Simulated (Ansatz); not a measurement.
System: rutile RuO2. Method: PBE in Ansatz (PAW).

A relaxed, unreconstructed slab of the (100) face has 18 atoms, two equal faces of 14.107 Å² each and an energy of -42067.8770 eV. A bulk cell of 6 atoms with the same orientation and in-plane k mesh has -14023.4155 eV. Energies are extrapolated to zero smearing.

Settings: plane-wave cutoff 500 eV, 10×14×1 k mesh (along the axes of the cell as run), Fermi–Dirac smearing 0.05 eV, scalar-relativistic PAW data made under PBE.

Worked out: γ = (E_slab − N E_bulk per atom)/2A = [-42067.8770 − 18 × (-14023.4155/6)]/(2 × 14.107) = 0.0840 eV/Å². With 16.022 J/m² per eV/Å² this is 1.35 J/m², or 1.18 eV per surface cell and face.

Ansatz is a program for electronic structure.
